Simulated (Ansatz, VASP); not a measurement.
# Two plane-wave programs on Hg

```
Hg
1.0
     2.07840    1.19996    1.97474
    -2.07840    1.19996    1.97474
     0.00000   -2.39993    1.97474
Hg
1
Direct
  0.00000 0.00000 0.00000
```

Alike in both runs: task single point; functional PBE; k mesh 10 × 10 × 10; occupations fermi-dirac, width 0.1 eV; no spin polarisation.

|  | VASP | Ansatz |
| --- | --- | --- |
| version | VASP 6.6.1 | Ansatz 0.2.0 |
| potentials or method | VASP PAW PBE potentials, release 64 (Hg) | plane waves (420 eV) with PAW, scalar-relativistic |
| plane-wave cutoff (eV) | 520 | 420 |
| valence electrons in the cell | 12 | 20 |

Ansatz gave:

| Quantity | Value |
| --- | --- |
| pressure (GPa) | -0.1 |
| largest component of the traceless stress (GPa) | 0.18 |

Question: Estimate VASP's values.

Answer: Pressure (GPa): 0.1; largest component of the traceless stress (GPa): 0.14.

The two sets of potentials don't hold the same shells in valence.

The runs have no spin-orbit coupling, so splittings on Hg are missing.
